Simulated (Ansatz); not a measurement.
Ta: enthalpy against pressure

Ta, Im-3m, a = 3.280 Å. Ansatz: PBEsol, PAW, 420 eV, Γ-centred 18×18×18 mesh on 1 atom, Gaussian smearing 0.10 eV; no spin polarisation. Cell and atoms are relaxed at each pressure, and no other structure is tried, so the rows at high pressure may lie past a change of phase. y is the enthalpy over the state at zero pressure; there V0 = 17.652 Å³/atom. The pressures are the targets, met within 0.08 GPa.

```tsv
P (GPa)	y (eV/atom)
-2.0	-0.2214
0.0	0.0000
2.0	0.2192
5.0	0.5443
10.0	?
20.0	2.1113
40.0	4.0770
```

**Question.** Fit y = c1 P + c2 P² + c3 P³ to the other rows, say what c1 and c2 mean, and predict the missing value.

**Answer.** Least squares on the rows shown. y = 0.11010 P − 0.00024948 P² + 1.1254×10⁻⁶ P³. Since dH/dP = V, c1 is V0: 0.11010 eV/GPa × 160.2 = 17.638 Å³ against 17.652; c2 = −V0/(2B0) gives B0 = 221 GPa, where a Birch–Murnaghan fit to the volumes of the same runs (not shown) gives 206 GPa: a cubic over this range folds the higher terms into c2. At P = 10.0 the fit asked for gives 1.0772 eV/atom. The run gave 1.0768 eV/atom, so the fit is 0.0004 eV/atom too high, a small miss on the scale of the series.

Spin–orbit coupling is left out, which can shift energies with elements as heavy as these.